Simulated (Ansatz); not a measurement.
# MnSb (Fm-3m): the volume from the results

```
CELL_PARAMETERS angstrom
0.00000 2.79502 2.79502
2.79502 0.00000 2.79502
2.79502 2.79502 0.00000
ATOMIC_POSITIONS crystal
Mn 0.00000 0.00000 0.00000
Sb 0.50000 0.50000 0.50000
```

The reference geometry is a structure from the Materials Project; nothing is relaxed.

Functional, mesh and filling: PBE, 12×12×12 k mesh, Fermi–Dirac smearing of 0.08 eV. PAW means Ansatz 0.2.0 on its default frozen-core files. Site moments are integrated in spheres about the atoms. Start moments (μB): Mn1 4.

The cell is scaled evenly, and every run starts from the same moments. Some of the runs:

```csv
V/V₀,cell moment (μB),largest site moment (μB),F − F(V₀) (meV/atom)
0.82,3.27,3.19,171
0.94,3.72,3.65,13
1.06,3.92,3.92,16
```

Task: Another run of the series gave cell moment (μB) = 3.54, largest site moment (μB) = 3.45, F − F(V₀) (meV/atom) = 65. At which V/V₀ was it made?
A. 0.7
B. 1.2
C. 1.12
D. 0.88
E. 0.76

Result: D. V/V₀ = 0.88.

Task: Another run of the series gave cell moment (μB) = 3.98, largest site moment (μB) = 4.01, F − F(V₀) (meV/atom) = 55. At which V/V₀ was it made?
A. 0.76
B. 1.12
C. 1.2
D. 0.7
E. 0.88

Result: B. V/V₀ = 1.12.

The whole series:

| V/V₀ | cell moment (μB) | largest site moment (μB) | F − F(V₀) (meV/atom) |
| --- | --- | --- | --- |
| 0.7 | 2.47 | 2.39 | 626 |
| 0.76 | 2.95 | 2.87 | 349 |
| 0.82 | 3.27 | 3.19 | 171 |
| 0.88 | 3.54 | 3.45 | 65 |
| 0.94 | 3.72 | 3.65 | 13 |
| 1 | 3.84 | 3.80 | 0 |
| 1.06 | 3.92 | 3.92 | 16 |
| 1.12 | 3.98 | 4.01 | 55 |
| 1.2 | 4.02 | 4.12 | 129 |

Under strong compression frozen cores are worth checking against an all-electron run. Spin–orbit coupling is left out although heavy atoms are present. These are results for the start and cell typed. The real compound can order otherwise, in a larger cell, or not at all, since semilocal functionals at zero temperature often overstate magnetism.
